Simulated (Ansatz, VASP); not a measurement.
# Two plane-wave programs on MgO

```
CELL_PARAMETERS angstrom
2.07959 2.07959 0.00000
-2.07959 2.07959 0.00000
0.00000 2.07959 2.07959
ATOMIC_POSITIONS crystal
Mg 0.00000 0.00000 0.00000
O 0.50000 0.50000 0.00000
```

Alike in both runs: functional LDA; k mesh 14 × 14 × 14; occupations fermi-dirac, width 0.05 eV; no spin polarisation.

Ansatz relaxed the structure, and its values are those at the end. VASP's run is a single point on that final structure, the one shown.

```csv
,VASP,Ansatz
version,VASP 6.6.1,Ansatz 0.2.0
potentials or method,"VASP PAW LDA potentials, release 64 (Mg, O)","PAW with Ansatz's default frozen-core files, scalar-relativistic"
plane-wave cutoff (eV),520,420
valence electrons in the cell,8,16
```

VASP gave:

| Property | Result |
| --- | --- |
| gap on the k mesh at the Fermi level (eV) | 5.04 |
| pressure (GPa) | -1.7 |

Problem. Which values does Ansatz return?

Solution. gap on the k mesh at the Fermi level (eV): 5.03; pressure (GPa): 0.0.

The two sets of potentials don't hold the same shells in valence.

A k mesh can miss the band edges.
